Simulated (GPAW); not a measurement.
Here is a GPAW 26.7.0 calculation.

File run.py:

```python
import json
import numpy as np
from ase import Atoms
from ase.calculators.mixing import SumCalculator
from ase.constraints import FixSymmetry
from ase.filters import FrechetCellFilter
from ase.io import read, write
from ase.optimize import BFGS
from dftd4.ase import DFTD4
from phonopy import Phonopy
from phonopy.structure.atoms import PhonopyAtoms
from gpaw import GPAW, PW

atoms = read('POSCAR')

calc = GPAW(mode=PW(800),
            xc='MGGA_X_R2SCAN+MGGA_C_R2SCAN',
            kpts={'size': (8, 8, 8), 'gamma': True},
            occupations={'name': 'fermi-dirac', 'width': 0.05},
            nbands=11,
            convergence={'density': 1e-06, 'eigenstates': 1e-09},
            maxiter=150,
            txt='gpaw.txt')
atoms.calc = SumCalculator([calc, DFTD4(method='r2scan')])
atoms.set_constraint(FixSymmetry(atoms))
BFGS(FrechetCellFilter(atoms), trajectory='relax.traj', logfile='-').run(fmax=0.005, steps=40)
atoms.set_constraint()
energy = atoms.get_potential_energy()
forces = atoms.get_forces()
stress = atoms.get_stress()
calc.write('gs.gpw')
write('result.traj', atoms)
print('Cell:', atoms.cell.cellpar().round(4))
print(atoms.get_scaled_positions().round(5))

def force_constants(scale):
    unit = PhonopyAtoms(symbols=atoms.get_chemical_symbols(), cell=atoms.cell[:] * scale**(1 / 3),
                        scaled_positions=atoms.get_scaled_positions())
    ph = Phonopy(unit, supercell_matrix=np.diag([1, 1, 1]), primitive_matrix=np.eye(3), symprec=1e-4)
    ph.generate_displacements(distance=0.01)
    forces = []
    for i, sc in enumerate(ph.supercells_with_displacements):
        a = Atoms(sc.symbols, cell=sc.cell, scaled_positions=sc.scaled_positions, pbc=True)
        c = GPAW(mode=PW(680),
                 xc='MGGA_X_R2SCAN+MGGA_C_R2SCAN',
                 kpts={'size': (8, 8, 8), 'gamma': True},
                 occupations={'name': 'fermi-dirac', 'width': 0.05},
                 nbands=11,
                 convergence={'density': 1e-06, 'eigenstates': 1e-09},
                 maxiter=150,
                 txt=f'disp-{scale:.3f}-{i:02d}.txt')
        a.calc = SumCalculator([c, DFTD4(method='r2scan')])
        f = a.get_forces()
        forces.append(f - f.mean(axis=0))
        print(f'displacement {i}: drift', f.mean(axis=0).round(5), flush=True)
    ph.forces = forces
    ph.produce_force_constants()
    ph.symmetrize_force_constants()
    return ph

qpoints = [[0.0, 0.0, 0.0]]
results = {}
for scale in [0.99, 1.0, 1.01]:
    ph = force_constants(scale)
    ph.run_qpoints(qpoints)
    nu = ph.qpoints.frequencies * 33.35641  # THz to cm^-1
    results[f'{scale:.3f}'] = nu.tolist()
    for qp, f in zip(qpoints, nu):
        print(scale, np.round(qp, 4), f.round(2))

lo, mid, hi = (np.array(results[x]) for x in ('0.990', '1.000', '1.010'))
gamma = np.where(abs(mid) > 5, -(hi - lo) / (np.log(1.01 / 0.99) * np.where(abs(mid) > 5, mid, 1)), 0)
results['gamma'] = gamma.tolist()
print('Mode Grueneisen parameters:')
print(gamma.round(3))
json.dump(results, open('phonons.json', 'w'))
```

POSCAR

```
BAs
1.0
    0.0000000000      2.3885000000      2.3885000000
    2.3885000000      0.0000000000      2.3885000000
    2.3885000000      2.3885000000      0.0000000000
As B
1 1
Direct
    0.7500000000      0.7500000000      0.7500000000
    0.0000000000      0.0000000000      0.0000000000
```

Potentials or basis: GPAW PAW data sets (gpaw-data 1.2.1), pw.

Run with:

```sh
$ OMP_NUM_THREADS=1 python run.py
```

(1) Predict the highest phonon frequency at Γ, LO-TO splitting left out.

(2) Predict the dispersion energy per atom.

(3) Estimate the relaxed cell.

(4) What does it give for the space group after relaxing (to 0.05 Å)?

(5) What does it give for the relaxed volume?

Answers

(1) 710 cm⁻¹.

(2) -0.138 eV.

(3) a = 3.372 Å, b = 3.372 Å, c = 3.372 Å, α = 60.00°, β = 60.00°, γ = 60.00°.

(4) F-43m (No. 216).

(5) 13.56 Å³/atom.

Caveat: the cutoff is short for stress and forces, so pressures can be off by a GPa or more; the density grid can change from cell to cell, which puts small steps into energies and stress; the LO-TO splitting is left out; the PAW data sets were made with another functional, which shifts forces and pressure a little.
